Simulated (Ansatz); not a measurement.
# EuS (rocksalt): how the settings move a single-point run, part 1 of 2

Question: which choices in the input matter for EuS (rocksalt)?

Program: Ansatz 0.2.0. Level of theory: reference: DFT PBE+U, scalar-relativistic, plane waves, PAW. These are calculated values, not measurements.

2 further runs of the same task are left out: 1 that didn't finish, 1 set aside as unsound or not needed.

## (1) The structure to begin with

It takes space group Fm-3m (No. 225, cubic). Conventional cell: a = 5.957 Å, b = 5.957 Å, c = 5.957 Å, α = 90.00°, β = 90.00°, γ = 90.00°. Eu (site symmetry m-3m) is surrounded by 6 S at 2.98 Å. S (site symmetry m-3m) has 6 Eu at 2.98 Å as nearest neighbours.

Structure file:

```
Eu S
1.0
     0.00000    2.97850    2.97850
     2.97850    0.00000    2.97850
     2.97850    2.97850    0.00000
Eu S
1 1
Direct
  0.50000 0.50000 0.50000
  0.00000 0.00000 0.00000
```

## (2) Baseline

Input file input.yaml:

```yaml
crystal:
  lattice:
    - [0.0, 2.978501867, 2.978501867]
    - [2.978501867, 0.0, 2.978501867]
    - [2.978501867, 2.978501867, 0.0]
  atoms:
    - { symbol: Eu, position: [0.5, 0.5, 0.5], spin: 7.0 }
    - { symbol: S, position: [0.0, 0.0, 0.0] }
basis:
  ecutwfc: 420
  ecutrho_ratio: 4
kpoints:
  mp_grid: { grid: [8, 8, 8] }
hamiltonian:
  xc: pbe
  hubbard: { sites: [{ species: Eu, l: f, u_eff: 6.0 }] }
scf:
  occupations: { method: gaussian, width: 0.05 }
  lower_state_search: "off"
output:
  forces: true
  stress: true
  eigenvalues: true
  populations: true
  hubbard: { sites: [{ species: Eu, l: f }] }
magnetization:
  spin_polarized: true
checkpoint:
  read: start.run
  write: ck
  compress: false
  write_wavefunctions: false
  write_every: 100000
```

The run is started by

```console
ansatz run input.yaml --threads 4 --pin off --max-ram 6144MiB --backend cpu --events-out ev --progress --plain --runs-dir out
```

From the output:

```text
[...]
Basis set: ecut = 420 eV, 1037 PW (Γ), exchange–correlation on 60×60×60 points (8 copies of the dense FFT grid, shifted against one another)
[...]
Magnetic group: BNS 225.116 (UNI 1618), of the structure as read, at distance tolerance 3.8e-5 Å
k-points: 29 of 512
[...]
SCF iter   1: F=—  HF=-9672.608602 eV  |F-HF|=—  |Δ(HF+E_count)|=         —  Δρ=4.78e-4 (↑4.78e-4 ↓1.27e-4)  dr2=2.54e-4  dr2_m=2.01e-5  M=7.000 μB ∫|m|=7.135 μB  β_m=0.30  ethr=9.90e-7  ⟨swp⟩=3.2  Hψ=8526  notcnv=0
preconditioner: auto → none  [insulator: Δε(μ)=0.696 eV  Ē_g=13.666 eV  σ=0.050 eV  W_gap=1.00  n_scr=14 (ndim 8)  ℏωp=23.4 eV  f_vac=0.000  D(μ)=0.00/eV (n_scr^D=0)  ε∞_Penn≈3.9]
SCF iter   2: F=—  HF=-9672.608543 eV  |F-HF|=—  |Δ(HF+E_count)|=   5.95e-5  Δρ=2.05e-4 (↑2.05e-4 ↓4.41e-5)  dr2=3.05e-5  dr2_m=5.64e-6  M=7.000 μB ∫|m|=7.135 μB  β_m=0.38  ethr=9.90e-7  ⟨swp⟩=2.4  Hψ=1563  notcnv=0
[...]
SCF iter   4: F=—  HF=-9672.608551 eV  |F-HF|=—  |Δ(HF+E_count)|=   4.94e-6  Δρ=3.37e-5 (↑3.37e-5 ↓1.06e-5)  dr2=1.04e-6  dr2_m=1.06e-7  M=7.000 μB ∫|m|=7.137 μB  β_m=0.50  ethr=1.18e-8  ⟨swp⟩=2.0  Hψ=1742  notcnv=0
SCF iter   5: F=-9672.608551 eV  HF=-9672.608551 eV  |F-HF|=5.54e-8  |Δ(HF+E_count)|=   3.10e-7  Δρ=9.03e-6 (↑8.41e-6 ↓9.03e-6)  dr2=5.78e-9  dr2_m=3.35e-8  M=7.000 μB ∫|m|=7.137 μB  ethr=4.35e-10  ⟨swp⟩=4.2  Hψ=5159  notcnv=0
[...]
SCF converged after 5 iterations
Magnetization: 7.0000 μB (15.0000 up, 8.0000 down)
[...]
Free energy (F): -9672.608551 eV
[...]
E sigma→0 (E₀):  -9672.608551 eV
Fermi energy:    9.312168 eV
[...]
  P = ⅓ Tr σ = 0.7437 GPa (7.437 kbar)
[...]
```

Run time: 1.1 s. Hardware: 4 threads of Intel Xeon Platinum 8559C (Emerald Rapids), shared host; peak memory 0.46 GiB.

## (3) Changing settings: mp_grid.grid [6, 6, 6], lower_state_search left out

Input file input.yaml:

```yaml
crystal:
  lattice:
    - [0.0, 2.978501867, 2.978501867]
    - [2.978501867, 0.0, 2.978501867]
    - [2.978501867, 2.978501867, 0.0]
  atoms:
    - { symbol: Eu, position: [0.5, 0.5, 0.5], spin: 7.0 }
    - { symbol: S, position: [0.0, 0.0, 0.0] }
basis:
  ecutwfc: 420
  ecutrho_ratio: 4
kpoints:
  mp_grid: { grid: [6, 6, 6] }
hamiltonian:
  xc: pbe
  hubbard: { sites: [{ species: Eu, l: f, u_eff: 6.0 }] }
scf:
  occupations: { method: gaussian, width: 0.05 }
output:
  forces: true
  stress: true
magnetization:
  spin_polarized: true
```

The run is started by

```console
ansatz run input.yaml --threads 4 --pin off --max-ram 6144MiB --backend cpu --events-out ev --progress --plain --runs-dir out
```

Output:

```text
Warning: RAYON_NUM_THREADS=4 ignored (pool sized by the plan → 4); use --threads N
Eu: projections on atomic orbitals take those of the free atom [Kr 4d10] 4f7 5s2 5p6 5d0 6s2, of charge +0.00 (hamiltonian.pseudopotentials.projection_atoms); the dataset's partial waves leave at most 1.0e-3 of an orbital's norm unspanned inside its sphere
S: projections on atomic orbitals take those of the free atom [Ne] 3s2 3p4, of charge +0.00 (hamiltonian.pseudopotentials.projection_atoms); the dataset's partial waves leave at most 1.6e-7 of an orbital's norm unspanned inside its sphere
Engine: ansatz 0.2.0, x86_64-unknown-linux-gnu
Pseudopotentials: kind: paw
Pseudopotential: Eu, paw, valence charge 17, recommended cutoff 420 eV (normal), Eu.paw.azcp
Pseudopotential: S, paw, valence charge 6, recommended cutoff 420 eV (normal), S.paw.azcp
Functional definition: PBE
  parameter kappa = 0.804
  parameter beta = 0.06672455060314922
  exchange = pbe_x(kappa = kappa, mu = beta*pi^2/3)
  correlation = pbe_c(beta = beta)
Crystal: 2 atoms, lattice volume = 52.847 Å³
Basis set: ecut = 420 eV, 1037 PW (Γ), exchange–correlation on 60×60×60 points (8 copies of the dense FFT grid, shifted against one another)
Bands: 22, of which v1, the nominal top of the filled ones, is band 12 counted from 1 (11 counted from 0)
Symmetry: 48 space group operations
Space group: Fm-3m (ITA 225), of the structure as read, at distance tolerance 3.8e-5 Å
Magnetic group: BNS 225.116 (UNI 1618), of the structure as read, at distance tolerance 3.8e-5 Å
k-points: 16 of 216
Non-local potential: Eu, projectors of the file, l = 0: 3, l = 1: 2, l = 2: 2, l = 3: 3
Non-local potential: S, projectors of the file, l = 0: 2, l = 1: 2, l = 2: 2
PAW form: soft (Blöchl's): semilocal exchange-correlation on the pseudo side does not see the compensation charge
PAW one-centre angular grid: Eu, 590 points (default); XC on 64 Gauss nodes
PAW one-centre angular grid: S, 110 points (default); XC on 64 Gauss nodes
Initial density: superposition of atomic densities (chi_scale 0.1, normalization cell)
Initial wavefunctions: pseudopotential atomic-orbital guess
Functional: x = pbe(κ = 0.804, μ = 0.2195149727645171), c = pbe(β = 0.06672455060314922)
SCF iter   1: F=—  HF=-9670.922178 eV  |F-HF|=—  |Δ(HF+E_count)|=         —  Δρ=5.40e-2 (↑5.40e-2 ↓3.37e-2)  dr2=2.00e0  dr2_m=5.04e-1  M=6.999 μB ∫|m|=7.076 μB  β_m=0.30  ethr=3.10e-3  ⟨swp⟩=6.0  Hψ=3518  notcnv=0
preconditioner: auto → none  [insulator: Δε(μ)=0.058 eV  Ē_g=14.644 eV  σ=0.050 eV  W_gap=0.58  n_scr=14 (ndim 8)  ℏωp=23.4 eV  f_vac=0.000  D(μ)=0.35/eV (n_scr^D=0)  ε∞_Penn≈3.6]
SCF iter   2: F=—  HF=-9671.364488 eV  |F-HF|=—  |Δ(HF+E_count)|=   4.42e-1  Δρ=2.70e-2 (↑2.70e-2 ↓1.98e-2)  dr2=2.91e-1  dr2_m=1.97e-1  M=7.000 μB ∫|m|=7.092 μB  β_m=0.39  ethr=3.10e-3  ⟨swp⟩=3.0  Hψ=1808  notcnv=0
SCF iter   3: F=—  HF=-9672.104106 eV  |F-HF|=—  |Δ(HF+E_count)|=   7.40e-1  Δρ=1.49e-2 (↑1.49e-2 ↓8.67e-3)  dr2=6.36e-2  dr2_m=5.14e-2  M=7.000 μB ∫|m|=7.125 μB  β_m=0.57  ethr=1.26e-3  ⟨swp⟩=3.2  Hψ=1451  notcnv=0
SCF iter   4: F=—  HF=-9672.583372 eV  |F-HF|=—  |Δ(HF+E_count)|=   4.79e-1  Δρ=4.39e-3 (↑4.39e-3 ↓2.63e-3)  dr2=1.59e-2  dr2_m=3.12e-3  M=7.000 μB ∫|m|=7.144 μB  β_m=0.60  ethr=2.76e-4  ⟨swp⟩=3.4  Hψ=1650  notcnv=0
SCF iter   5: F=—  HF=-9672.603150 eV  |F-HF|=—  |Δ(HF+E_count)|=   1.98e-2  Δρ=3.49e-3 (↑3.49e-3 ↓1.03e-3)  dr2=4.41e-3  dr2_m=2.07e-3  M=7.000 μB ∫|m|=7.147 μB  β_m=0.68  ethr=6.92e-5  ⟨swp⟩=2.4  Hψ=1447  notcnv=0
SCF iter   6: F=—  HF=-9672.607540 eV  |F-HF|=—  |Δ(HF+E_count)|=   4.39e-3  Δρ=1.83e-4 (↑1.75e-4 ↓1.83e-4)  dr2=3.41e-5  dr2_m=7.18e-6  M=7.000 μB ∫|m|=7.138 μB  β_m=0.75  ethr=1.92e-5  ⟨swp⟩=2.4  Hψ=1478  notcnv=0
SCF iter   7: F=—  HF=-9672.607527 eV  |F-HF|=—  |Δ(HF+E_count)|=   1.31e-5  Δρ=8.59e-5 (↑8.59e-5 ↓4.73e-5)  dr2=1.78e-6  dr2_m=1.74e-6  M=7.000 μB ∫|m|=7.137 μB  β_m=0.88  ethr=1.48e-7  ⟨swp⟩=2.3  Hψ=1086  notcnv=0
Initial density: handed on by an earlier stage of this run
iter 1 solved again at ethr=1.10e-8 eV; its pass at ethr=4.35e-6 eV (dr2=2.53e-6 eV) is discarded
SCF iter   1: F=—  HF=-9672.607531 eV  |F-HF|=—  |Δ(HF+E_count)|=         —  Δρ=5.39e-5 (↑5.39e-5 ↓4.83e-5)  dr2=2.44e-7  dr2_m=1.18e-6  M=7.000 μB ∫|m|=7.137 μB  ethr=1.10e-8  ⟨swp⟩=2.3  Hψ=6008  notcnv=0
iteration 1: the SCF starts in the orbital order of the open f shells that the search before it chose, by its bands or by converging an SCF in each of two, with that order's moments; no other order was found more than 0.2 meV higher (one found slightly lower counts as degenerate)
preconditioner: auto → none  [insulator: Δε(μ)=0.714 eV  Ē_g=14.268 eV  σ=0.050 eV  W_gap=1.00  n_scr=14 (ndim 8)  ℏωp=23.4 eV  f_vac=0.000  D(μ)=0.00/eV (n_scr^D=0)  ε∞_Penn≈3.7]
SCF iter   2: F=—  HF=-9672.607535 eV  |F-HF|=—  |Δ(HF+E_count)|=   3.35e-6  Δρ=2.05e-5 (↑2.05e-5 ↓1.86e-5)  dr2=2.96e-7  dr2_m=1.30e-7  M=7.000 μB ∫|m|=7.136 μB  β_m=0.30  ethr=1.06e-9  ⟨swp⟩=2.6  Hψ=1109  notcnv=0
iter 3 met the thresholds in force, and the SCF goes on: an eigenvalue changes by 0.67 meV, over its tolerance of 0.50 meV (output.eigenvalues, Limitations)
SCF iter   3: F=-9672.607535 eV  HF=-9672.607535 eV  |F-HF|=1.25e-7  |Δ(HF+E_count)|=   3.19e-8  Δρ=1.17e-5 (↑1.12e-5 ↓1.17e-5)  dr2=5.39e-9  dr2_m=6.17e-8  M=7.000 μB ∫|m|=7.136 μB  β_m=0.35  ethr=4.35e-10  ⟨swp⟩=3.8  Hψ=2981  notcnv=0
SCF iter   4: F=-9672.607535 eV  HF=-9672.607535 eV  |F-HF|=6.19e-8  |Δ(HF+E_count)|=   9.09e-8  Δρ=8.56e-6 (↑8.56e-6 ↓7.88e-6)  dr2=3.94e-9  dr2_m=3.15e-8  M=7.000 μB ∫|m|=7.136 μB  ethr=2.34e-11  ⟨swp⟩=1.9  Hψ=2030  notcnv=0
SCF 1 converged in 4 iterations: F = -9672.607535 eV  dr2 = 3.94e-9
SCF converged after 11 iterations (7 of them in the search for the orbital order of the open f shells)
an eigenvalue changed by more than its tolerance at an iteration that met the thresholds in force, so the SCF went on 1 time: the last check found none over its tolerance
Magnetization: 7.0000 μB (15.0000 up, 8.0000 down)
Absolute magnetization: 7.1359 μB (∫|ρ↑−ρ↓|, with the PAW one-centre terms)
Spin contamination: 0.0091 ħ² per cell (⟨S²⟩ above its minimum at these occupations)
Per-site moments (μB) at R_I (Å): [(6.864212997223249, 1.2286320201374998), (-0.06431233195457696, 1.2286320201374998)]
Free energy (F): -9672.607535 eV
Harris-Foulkes:  -9672.607535 eV  (|F-HF|=6.19e-8)
Internal energy: -9672.607535 eV  (E = F + TS)
E sigma→0 (E₀):  -9672.607535 eV
Fermi energy:    9.313051 eV
--- Per-component energies (eV) ---
  E_band       = -18.492071
  E_kinetic    = 458.580531
  E_local      = -2164.822236  (includes V_loc(G=0)·N_el)
  E_nonlocal   = 508.424193
  E_hartree    = 861.811434
  E_xc         = -274.989164
  E_vxc        = -291.185151  (∫ρ·V_xc dr)
  E_hubbard    = 0.128746  (on-site DFT+U / exact-exchange correction)
  E_vhub       = -20.693734  (the Hubbard potential's part of the band-sum identity)
  E_paw        = -6992.097656  (= ΣΔE_a)
  E_vpaw       = -232.415162  (= ΣTr[D̂ρ^β])
  E_aug_tail   = 0.000002  (compensation charges beyond the density's cutoff)
  E_ewald      = -2069.643386
  E_smearing   = -0.000000  (= −TS)
  E_closure    = 0.000000  (closes the sum)
  Σ components = -9672.607535   (vs F -9672.607535, Δ=0.00e0)
--- Forces (eV/Å), atoms counted from 1 ---
  atom   1  Eu     0.00000000    -0.00000000    -0.00000000
  atom   2  S      0.00000000    -0.00000000     0.00000000
  max |Σ_I F_I| component: 8.90e-29 eV/Å
--- Stress (GPa, compression-positive) ---
        0.766381       0.000000      -0.000000
        0.000000       0.766381      -0.000000
       -0.000000       0.000000       0.766381
  P = ⅓ Tr σ = 0.7664 GPa (7.664 kbar)
--- Band table (eV; the first three rows and the last of 32) ---
  k-point 0 ↑: bands = ["-30.6000", "-9.3997", "-9.3997", "-9.3997", "-3.1074", "6.9017", "6.9017", "6.9017", "7.7478", "7.9495", "7.9495", "7.9495", "8.9633", "8.9633", "8.9633", "11.3024", "11.5822", "11.5822", "11.5822", "12.4541", "12.4541", "17.9348"]
  k-point 1 ↑: bands = ["-30.5966", "-9.4944", "-9.4061", "-9.4061", "-2.9039", "6.4175", "6.8281", "6.8281", "7.7684", "7.9092", "7.9092", "7.9509", "8.3944", "8.5342", "8.5342", "11.6752", "12.0697", "12.0697", "12.6116", "13.3861", "13.3861", "18.9078"]
  k-point 2 ↑: bands = ["-30.5899", "-9.6723", "-9.4191", "-9.4191", "-2.4911", "5.4631", "6.6366", "6.6366", "7.7937", "7.8366", "7.8366", "7.9534", "8.0235", "8.0513", "8.0513", "12.3268", "13.2560", "13.2560", "14.2212", "15.3294", "15.3294", "18.4066"]
  k-point 15 ↓: bands = ["-27.4484", "-7.3421", "-7.2413", "-7.2377", "-2.5773", "6.6465", "6.6997", "7.0416", "11.5147", "14.2228", "14.6551", "15.5657", "16.5491", "16.7225", "18.1151", "18.3482", "18.4772", "18.5519", "18.5917", "18.6811", "18.6855", "19.4315"]
Occupation matrices written to <dir>
```

Wall time 1.9 s (4 threads of Intel Xeon Platinum 8559C (Emerald Rapids), shared host); peak memory 0.45 GiB.

Changing the k-point mesh and search for lower states moves the energy by +0.5 meV/atom.

## (4) Changed: dispersion d3bjatm, chi_scale 0.3, lower_state_search left out

Input file input.yaml:

```yaml
crystal:
  lattice:
    - [0.0, 2.978501867, 2.978501867]
    - [2.978501867, 0.0, 2.978501867]
    - [2.978501867, 2.978501867, 0.0]
  atoms:
    - { symbol: Eu, position: [0.5, 0.5, 0.5], spin: 7.0 }
    - { symbol: S, position: [0.0, 0.0, 0.0] }
basis:
  ecutwfc: 420
  ecutrho_ratio: 4
kpoints:
  mp_grid: { grid: [8, 8, 8] }
hamiltonian:
  xc: pbe
  hubbard: { sites: [{ species: Eu, l: f, u_eff: 6.0 }] }
  dispersion: d3bjatm
scf:
  occupations: { method: gaussian, width: 0.05 }
  initial_density: { chi_scale: 0.3 }
output:
  forces: true
  stress: true
magnetization:
  spin_polarized: true
```

The run is started by

```console
ansatz run input.yaml --threads 4 --pin off --max-ram 6144MiB --backend cpu --events-out ev --progress --plain --runs-dir out
```

Output:

```text
Warning: RAYON_NUM_THREADS=4 ignored (pool sized by the plan → 4); use --threads N
Eu: projections on atomic orbitals take those of the free atom [Kr 4d10] 4f7 5s2 5p6 5d0 6s2, of charge +0.00 (hamiltonian.pseudopotentials.projection_atoms); the dataset's partial waves leave at most 1.0e-3 of an orbital's norm unspanned inside its sphere
S: projections on atomic orbitals take those of the free atom [Ne] 3s2 3p4, of charge +0.00 (hamiltonian.pseudopotentials.projection_atoms); the dataset's partial waves leave at most 1.6e-7 of an orbital's norm unspanned inside its sphere
[... 9 set-up lines as earlier in the session ...]
Crystal: 2 atoms, lattice volume = 52.847 Å³
Basis set: ecut = 420 eV, 1037 PW (Γ), exchange–correlation on 60×60×60 points (8 copies of the dense FFT grid, shifted against one another)
Bands: 22, of which v1, the nominal top of the filled ones, is band 12 counted from 1 (11 counted from 0)
[... 2 set-up lines as earlier in the session ...]
Magnetic group: BNS 225.116 (UNI 1618), of the structure as read, at distance tolerance 3.8e-5 Å
k-points: 29 of 512
[... 5 set-up lines as earlier in the session ...]
Initial density: superposition of atomic densities (chi_scale 0.3, normalization cell)
[... 2 set-up lines as earlier in the session ...]
SCF iter   1: F=—  HF=-9671.548607 eV  |F-HF|=—  |Δ(HF+E_count)|=         —  Δρ=5.39e-2 (↑5.39e-2 ↓3.37e-2)  dr2=1.99e0  dr2_m=5.04e-1  M=7.000 μB ∫|m|=7.076 μB  β_m=0.30  ethr=3.10e-3  ⟨swp⟩=6.0  Hψ=6414  notcnv=0  defer=3
preconditioner: auto → none  [insulator: Δε(μ)=0.208 eV  Ē_g=14.649 eV  σ=0.050 eV  W_gap=0.92  n_scr=14 (ndim 8)  ℏωp=23.4 eV  f_vac=0.000  D(μ)=0.05/eV (n_scr^D=0)  ε∞_Penn≈3.6]
SCF iter   2: F=—  HF=-9671.974427 eV  |F-HF|=—  |Δ(HF+E_count)|=   4.26e-1  Δρ=2.77e-2 (↑2.77e-2 ↓1.98e-2)  dr2=3.09e-1  dr2_m=2.00e-1  M=7.000 μB ∫|m|=7.094 μB  β_m=0.40  ethr=3.10e-3  ⟨swp⟩=3.1  Hψ=3266  notcnv=0
SCF iter   3: F=—  HF=-9672.757276 eV  |F-HF|=—  |Δ(HF+E_count)|=   7.83e-1  Δρ=1.43e-2 (↑1.43e-2 ↓8.37e-3)  dr2=5.54e-2  dr2_m=4.80e-2  M=7.000 μB ∫|m|=7.125 μB  β_m=0.59  ethr=1.34e-3  ⟨swp⟩=3.1  Hψ=2684  notcnv=0
SCF iter   4: F=—  HF=-9673.216819 eV  |F-HF|=—  |Δ(HF+E_count)|=   4.60e-1  Δρ=4.13e-3 (↑4.13e-3 ↓2.33e-3)  dr2=1.12e-2  dr2_m=2.97e-3  M=7.000 μB ∫|m|=7.145 μB  β_m=0.65  ethr=2.41e-4  ⟨swp⟩=3.3  Hψ=2958  notcnv=0
SCF iter   5: F=—  HF=-9673.232325 eV  |F-HF|=—  |Δ(HF+E_count)|=   1.55e-2  Δρ=3.13e-3 (↑3.13e-3 ↓9.02e-4)  dr2=4.95e-3  dr2_m=1.51e-3  M=7.000 μB ∫|m|=7.147 μB  β_m=0.67  ethr=4.88e-5  ⟨swp⟩=2.3  Hψ=2610  notcnv=0
SCF iter   6: F=—  HF=-9673.234120 eV  |F-HF|=—  |Δ(HF+E_count)|=   1.80e-3  Δρ=5.86e-4 (↑5.86e-4 ↓1.63e-4)  dr2=1.87e-4  dr2_m=4.38e-5  M=7.000 μB ∫|m|=7.139 μB  β_m=0.75  ethr=2.15e-5  ⟨swp⟩=2.5  Hψ=2702  notcnv=0
SCF iter   7: F=—  HF=-9673.234087 eV  |F-HF|=—  |Δ(HF+E_count)|=   3.30e-5  Δρ=5.31e-5 (↑5.31e-5 ↓5.01e-5)  dr2=2.66e-7  dr2_m=1.22e-6  M=7.000 μB ∫|m|=7.138 μB  β_m=0.87  ethr=8.11e-7  ⟨swp⟩=2.1  Hψ=2376  notcnv=0
[... 1 set-up line as earlier in the session ...]
iter 1 solved again at ethr=1.18e-9 eV; its pass at ethr=4.35e-6 eV (dr2=2.72e-7 eV) is discarded
SCF iter   1: F=—  HF=-9673.234093 eV  |F-HF|=—  |Δ(HF+E_count)|=         —  Δρ=7.68e-5 (↑7.68e-5 ↓5.12e-5)  dr2=2.19e-6  dr2_m=1.59e-6  M=7.000 μB ∫|m|=7.138 μB  ethr=1.18e-9  ⟨swp⟩=3.2  Hψ=11601  notcnv=0
iteration 1: the SCF starts in the orbital order of the open f shells that the search before it chose, by its bands or by converging an SCF in each of two, with that order's moments; no other order was found more than 0.2 meV higher (one found slightly lower counts as degenerate)
preconditioner: auto → none  [insulator: Δε(μ)=0.714 eV  Ē_g=14.268 eV  σ=0.050 eV  W_gap=1.00  n_scr=14 (ndim 8)  ℏωp=23.4 eV  f_vac=0.000  D(μ)=0.00/eV (n_scr^D=0)  ε∞_Penn≈3.7]
SCF iter   2: F=—  HF=-9673.234099 eV  |F-HF|=—  |Δ(HF+E_count)|=   6.03e-6  Δρ=1.17e-4 (↑1.17e-4 ↓3.02e-5)  dr2=9.33e-6  dr2_m=1.32e-6  M=7.000 μB ∫|m|=7.137 μB  β_m=0.30  ethr=1.18e-9  ⟨swp⟩=3.2  Hψ=2467  notcnv=0
iter 3 met the thresholds in force, and the SCF goes on: an eigenvalue changes by 0.58 meV, over its tolerance of 0.50 meV (output.eigenvalues, Limitations)
SCF iter   3: F=-9673.234095 eV  HF=-9673.234095 eV  |F-HF|=9.46e-8  |Δ(HF+E_count)|=   3.55e-6  Δρ=1.31e-5 (↑1.31e-5 ↓8.73e-6)  dr2=2.35e-8  dr2_m=5.63e-8  M=7.000 μB ∫|m|=7.137 μB  β_m=0.30  ethr=4.35e-10  ⟨swp⟩=4.7  Hψ=6814  notcnv=0
SCF iter   4: F=-9673.234095 eV  HF=-9673.234095 eV  |F-HF|=6.49e-8  |Δ(HF+E_count)|=   5.32e-8  Δρ=9.24e-6 (↑9.24e-6 ↓7.81e-6)  dr2=4.68e-9  dr2_m=3.44e-8  M=7.000 μB ∫|m|=7.137 μB  ethr=1.02e-10  ⟨swp⟩=2.4  Hψ=3433  notcnv=0
SCF 1 converged in 4 iterations: F = -9673.234095 eV  dr2 = 4.68e-9
SCF converged after 11 iterations (7 of them in the search for the orbital order of the open f shells)
an eigenvalue changed by more than its tolerance at an iteration that met the thresholds in force, so the SCF went on 1 time: the last check found none over its tolerance
Magnetization: 7.0000 μB (15.0000 up, 8.0000 down)
Absolute magnetization: 7.1372 μB (∫|ρ↑−ρ↓|, with the PAW one-centre terms)
Spin contamination: 0.0093 ħ² per cell (⟨S²⟩ above its minimum at these occupations)
Per-site moments (μB) at R_I (Å): [(6.8641487148927425, 1.2286320201374998), (-0.06498139302974743, 1.2286320201374998)]
Free energy (F): -9673.234095 eV
Harris-Foulkes:  -9673.234095 eV  (|F-HF|=6.49e-8)
Internal energy: -9673.234095 eV  (E = F + TS)
E sigma→0 (E₀):  -9673.234095 eV
Fermi energy:    9.311905 eV
--- Per-component energies (eV) ---
  E_band       = -18.520317
  E_kinetic    = 458.577953
  E_local      = -2164.774494  (includes V_loc(G=0)·N_el)
  E_nonlocal   = 508.398441
  E_hartree    = 861.776659
  E_xc         = -274.990170
  E_vxc        = -291.186477  (∫ρ·V_xc dr)
  E_hubbard    = 0.129640  (on-site DFT+U / exact-exchange correction)
  E_vhub       = -20.691103  (the Hubbard potential's part of the band-sum identity)
  E_paw        = -6992.083196  (= ΣΔE_a)
  E_vpaw       = -232.394786  (= ΣTr[D̂ρ^β])
  E_aug_tail   = 0.000002  (compensation charges beyond the density's cutoff)
  E_ewald      = -2069.643386
  E_disp       = -0.625544  (pairwise vdW)
  E_smearing   = -0.000000  (= −TS)
  E_closure    = 0.000000  (closes the sum)
  Σ components = -9673.234095   (vs F -9673.234095, Δ=0.00e0)
--- Forces (eV/Å), atoms counted from 1 ---
  atom   1  Eu     0.00000000    -0.00000000    -0.00000000
  atom   2  S      0.00000000    -0.00000000    -0.00000000
  max |Σ_I F_I| component: 6.40e-29 eV/Å
--- Stress (GPa, compression-positive) ---
       -1.143944       0.000000      -0.000000
        0.000000      -1.143944      -0.000000
        0.000000       0.000000      -1.143944
  P = ⅓ Tr σ = -1.1439 GPa (-11.439 kbar)
--- Band table (eV; the first three rows and the last of 58) ---
  k-point 0 ↑: bands = ["-30.6010", "-9.4005", "-9.4005", "-9.4005", "-3.1086", "6.9006", "6.9006", "6.9006", "7.7458", "7.9478", "7.9478", "7.9478", "8.9619", "8.9619", "8.9619", "11.3010", "11.5815", "11.5815", "11.5815", "12.4536", "12.4536", "17.9330"]
  k-point 1 ↑: bands = ["-30.5989", "-9.4565", "-9.4042", "-9.4042", "-2.9895", "6.6207", "6.8593", "6.8593", "7.7582", "7.9238", "7.9238", "7.9487", "8.5605", "8.6865", "8.6865", "11.5957", "11.8666", "11.8666", "12.1585", "13.0065", "13.0065", "18.5263"]
  k-point 2 ↑: bands = ["-30.5942", "-9.5859", "-9.4133", "-9.4133", "-2.7002", "5.9278", "6.7386", "6.7386", "7.7834", "7.8706", "7.8706", "7.9505", "8.1517", "8.2494", "8.2494", "11.9219", "12.6014", "12.6014", "13.5496", "14.3066", "14.3066", "19.0529"]
  k-point 28 ↓: bands = ["-27.4491", "-7.2909", "-7.2909", "-7.2602", "-2.5103", "6.4161", "6.8263", "6.8263", "12.7803", "12.7803", "14.7965", "15.3839", "16.5581", "18.2659", "18.2659", "18.4966", "18.5286", "18.5853", "18.6124", "18.6124", "18.6807", "19.1301"]
Occupation matrices written to <dir>
```

Wall time 2.6 s (4 threads of Intel Xeon Platinum 8559C (Emerald Rapids), shared host); peak memory 0.46 GiB.

The energy moves by -312.8 meV/atom, nearly all of it the dispersion term itself (-312.8 meV/atom); that offset belongs to the model and is no gain or loss of stability; the pressure goes from 0.7 to -1.1 GPa.

(Continued in part 2 of 2.)
